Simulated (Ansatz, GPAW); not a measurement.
# HfC: programs and potentials compared

```xyz
2
Lattice="0.0000 2.3250 2.3250 2.3250 0.0000 2.3250 2.3250 2.3250 0.0000" Properties=species:S:1:pos:R:3 pbc="T T T"
Hf    2.3250    2.3250    2.3250
C     0.0000    0.0000    0.0000
```

Alike in all runs: task single point; functional PBEsol; k mesh 10 × 10 × 10; occupations gaussian, width 0.02 eV; no spin polarisation; no spin-orbit coupling. Pressure is positive in compression and, in plane waves, holds the error of the finite cutoff, which Ansatz's Pulay term estimates and takes out.

```csv
program and potentials,plane-wave cutoff (eV),notes,band gap (eV),pressure (GPa)
"Ansatz, Ansatz PAW",420,"potentials made for PBE, which Ansatz adapts in part; 15 valence electrons an atom on average; Pulay term of +0.24 GPa included",no gap,-6.53
"GPAW, PAW data sets generated for this functional",800,8 valence electrons an atom on average,no gap,-5.33
"Ansatz, all-electron LAPW, scalar-relativistic",-,-,no gap,-6.49
```

None finds a gap. The pressure spans -6.53 (Ansatz, Ansatz PAW) to -5.33 GPa (GPAW, PAW data sets generated for this functional), with all-electron results at -6.49.

The functional is the same throughout but for its coding, so the spread measures potentials, basis and numerics; runs on potential files found faulty are left out.
